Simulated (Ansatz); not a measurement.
# SnO2: moving one atom along a line

This session takes SnO2 and sets out to measure how stiffly atom 5 (O) is held.

Method: DFT r2SCAN, scalar-relativistic, plane waves, PAW, in Ansatz 0.2.0.

3 further runs of the same task are left out: 3 set aside as unsound or not needed.

### Step 1. The starting structure

Symmetry: R-3m, No. 166, trigonal system. Conventional cell: a = 3.210 Å, b = 3.210 Å, c = 13.065 Å, α = 90.00°, β = 90.00°, γ = 120.00°. Sn (site symmetry -3m) has 6 O at 2.09 Å as nearest neighbours. O (site symmetry 3m) has 3 Sn at 2.09 Å as nearest neighbours.

As a file:

```cif
data_structure
_symmetry_space_group_name_H-M 'P 1'
_symmetry_Int_Tables_number 1
_cell_length_a 5.7185
_cell_length_b 5.7185
_cell_length_c 5.7185
_cell_angle_alpha 68.288
_cell_angle_beta 68.288
_cell_angle_gamma 68.288
_cell_volume 155.41
loop_
_atom_site_label
_atom_site_type_symbol
_atom_site_fract_x
_atom_site_fract_y
_atom_site_fract_z
_atom_site_occupancy
Sn1 Sn 0.50000 0.50000 0.50000 1
Sn2 Sn 0.50000 0.00000 0.00000 1
Sn3 Sn 0.00000 0.00000 0.50000 1
Sn4 Sn 0.00000 0.50000 0.00000 1
O1 O 0.24125 0.24125 0.24125 1
O2 O 0.24125 0.74125 0.74125 1
O3 O 0.74125 0.74125 0.24125 1
O4 O 0.74125 0.24125 0.74125 1
O5 O 0.75875 0.75875 0.75875 1
O6 O 0.75875 0.25875 0.25875 1
O7 O 0.25875 0.25875 0.75875 1
O8 O 0.25875 0.75875 0.25875 1
```

It goes back to an entry of the Materials Project, which need not be the stable form.

It is built from the cell relaxed beforehand with the same method (12.95 Å³/atom).

### Step 2. Zero of the scan

Contents of input.yaml:

```yaml
crystal:
  lattice:
    - [0.0, 3.7061740619, 4.3549526356]
    - [-3.2096408885, -1.853087031, 4.3549526356]
    - [3.2096408885, -1.853087031, 4.3549526356]
  atoms:
    - { symbol: Sn, position: [0.5, 0.5, 0.5] }
    - { symbol: Sn, position: [0.5, 0.0, 0.0] }
    - { symbol: Sn, position: [0.0, 0.0, 0.5] }
    - { symbol: Sn, position: [0.0, 0.5, 0.0] }
    - { symbol: O, position: [0.2412464623, 0.2412464623, 0.2412464623] }
    - { symbol: O, position: [0.2412464623, 0.7412464623, 0.7412464623] }
    - { symbol: O, position: [0.7412464623, 0.7412464623, 0.2412464623] }
    - { symbol: O, position: [0.7412464623, 0.2412464623, 0.7412464623] }
    - { symbol: O, position: [0.7587535377, 0.7587535377, 0.7587535377] }
    - { symbol: O, position: [0.7587535377, 0.2587535377, 0.2587535377] }
    - { symbol: O, position: [0.2587535377, 0.2587535377, 0.7587535377] }
    - { symbol: O, position: [0.2587535377, 0.7587535377, 0.2587535377] }
basis:
  ecutwfc: 500
kpoints:
  mp_grid: { grid: [6, 6, 6] }
hamiltonian:
  xc: r2scan
scf:
  occupations: { method: gaussian, width: 0.05 }
output:
  forces: true
  stress: true
  eigenvalues: true
```

Run with:

```
> ansatz run input.yaml --threads 1 --pin off --max-ram 2560MiB --backend cpu --events-out ev --progress --plain --runs-dir out
```

### Step 3. The scan: moving one atom along a line

Atom 5 (O) is moved by x along the Cartesian unit vector (0.000, 0.000, 1.000); the cell and all other atoms stay fixed. Forces below are components along that vector, summed over the moved atoms. In a periodic cell its images move with it.

### Step 4. x = -0.200 Å

Edit input.yaml of step 2 so:

```diff
@@ -10,3 +10,3 @@
     - { symbol: Sn, position: [0.0, 0.5, 0.0] }
-    - { symbol: O, position: [0.2412464623, 0.2412464623, 0.2412464623] }
+    - { symbol: O, position: [0.2259382208, 0.2259382208, 0.2259382208] }
     - { symbol: O, position: [0.2412464623, 0.7412464623, 0.7412464623] }
```

### Step 5. At x = 0.133 Å

Edit input.yaml of step 4 so:

```diff
@@ -10,3 +10,3 @@
     - { symbol: Sn, position: [0.0, 0.5, 0.0] }
-    - { symbol: O, position: [0.2259382208, 0.2259382208, 0.2259382208] }
+    - { symbol: O, position: [0.2514494053, 0.2514494053, 0.2514494053] }
     - { symbol: O, position: [0.2412464623, 0.7412464623, 0.7412464623] }
```

### Step 6. At x = -0.067 Å

Edit input.yaml of step 5 so:

```diff
@@ -10,3 +10,3 @@
     - { symbol: Sn, position: [0.0, 0.5, 0.0] }
-    - { symbol: O, position: [0.2514494053, 0.2514494053, 0.2514494053] }
+    - { symbol: O, position: [0.2361411638, 0.2361411638, 0.2361411638] }
     - { symbol: O, position: [0.2412464623, 0.7412464623, 0.7412464623] }
```

### Step 7. x = 0.200 Å

Edit input.yaml of step 6 so:

```diff
@@ -10,3 +10,3 @@
     - { symbol: Sn, position: [0.0, 0.5, 0.0] }
-    - { symbol: O, position: [0.2361411638, 0.2361411638, 0.2361411638] }
+    - { symbol: O, position: [0.2565547038, 0.2565547038, 0.2565547038] }
     - { symbol: O, position: [0.2412464623, 0.7412464623, 0.7412464623] }
```

### Step 8. At x = -0.133 Å

Edit input.yaml of step 7 so:

```diff
@@ -10,3 +10,3 @@
     - { symbol: Sn, position: [0.0, 0.5, 0.0] }
-    - { symbol: O, position: [0.2565547038, 0.2565547038, 0.2565547038] }
+    - { symbol: O, position: [0.2310435193, 0.2310435193, 0.2310435193] }
     - { symbol: O, position: [0.2412464623, 0.7412464623, 0.7412464623] }
```

### Step 9. x = 0.067 Å

Edit input.yaml of step 8 so:

```diff
@@ -10,3 +10,3 @@
     - { symbol: Sn, position: [0.0, 0.5, 0.0] }
-    - { symbol: O, position: [0.2310435193, 0.2310435193, 0.2310435193] }
+    - { symbol: O, position: [0.2463517608, 0.2463517608, 0.2463517608] }
     - { symbol: O, position: [0.2412464623, 0.7412464623, 0.7412464623] }
```

(Steps that only read results are left out.)

**Question.** What will these runs give?

The runs gave:

| quantity | value |
| --- | --- |
| force constant along x, over ±0.067 Å | 11.93 eV/Å² |

In words: The restoring force grows by 11.93 eV/Å per Å near the site; for the mass of O against a rigid frame that is a vibration of about 450 cm⁻¹. The undisturbed cell stays the lowest of the sampled points. The gap on the mesh stays between 2.15 and 2.46 eV.

Spin-orbit coupling is left out, though the cell holds Sn; it can move the gap.
